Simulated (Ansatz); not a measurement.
## From the elastic tensor of ZnS at 11 GPa (stress–strain coefficients) to moduli and sound speeds

These are results of DFT LDA, scalar-relativistic, plane waves, PAW (Ansatz 0.2.0), not measurements. Settings: 420 eV plane-wave cutoff, Γ-centred 10×10×10 mesh, fixed occupations. No spin polarisation.

Symmetry: F-43m, No. 216, cubic system. The conventional cell has a = 5.121 Å, b = 5.121 Å, c = 5.121 Å, α = 90.00°, β = 90.00°, γ = 90.00°. Zn (site symmetry -43m) has 4 S at 2.22 Å as nearest neighbours. S (site symmetry -43m) is surrounded by 4 Zn at 2.22 Å.

At this pressure the crystal is close to a known change of phase.

Relaxed-ion constants (GPa, on the Cartesian axes of the calculation):
```
158.5 119.8 119.8   0.0   0.0   0.0
119.8 158.5 119.8   0.0   0.0   0.0
119.8 119.8 158.5   0.0   0.0   0.0
  0.0   0.0   0.0  50.0   0.0   0.0
  0.0   0.0   0.0   0.0  50.0   0.0
  0.0   0.0   0.0   0.0   0.0  50.0
```

Density 4.820 g/cm³; 2 atoms in 33.57 Å³.

The values that follow are for a polycrystal of randomly turned grains, by Hill's mean where one number stands. In a crystal this anisotropic the Voigt and Reuss bounds lie far apart, so Hill's mean and the sound speeds and Debye temperature from it are rough.

```
Bulk modulus, Voigt / Reuss / Hill          : 132.7 / 132.7 / 132.7 GPa
Shear modulus, Voigt / Reuss / Hill         : 37.7 / 30.6 / 34.2 GPa
Young's modulus                             : 94 GPa
Poisson ratio                               : 0.381
Pugh ratio B/G                              : 3.89
Universal anisotropy index                  : 1.16
Longitudinal and transverse sound speeds    : 6081 and 2662 m/s
Debye temperature from the mean sound speed : 349 K
```

Cost: 1 run of about 1.6 core-minutes, on Arm Neoverse V1 (shared hosts).

The crystal resists compression far better than shear, and its weakest response is the tetragonal shear governed by C11 − C12, less than half as stiff as the shear given by C44 = 50.0 GPa. In the zinc-blende network, compression must shorten the Zn–S bonds, whereas tetragonal shear mainly bends bond angles, which the partly ionic bonding resists only weakly. Symmetry forbids a relative shift of the two sublattices in this mode, so its softness doesn't come from internal relaxation; such a shift does lower C44. The crystal is therefore stiffest in uniaxial loading along the cube diagonals and most compliant along the cube axes.

The constants still satisfy the cubic stability conditions under load, so the lattice withstands any small homogeneous strain. That doesn't make zinc blende the phase of lowest enthalpy, since a reconstructive transition can occur before any elastic modulus vanishes. The high Pugh ratio reflects the weak shear resistance and is no proof of ductility, which in a semiconductor with directional bonds depends on dislocation mobility and cleavage.
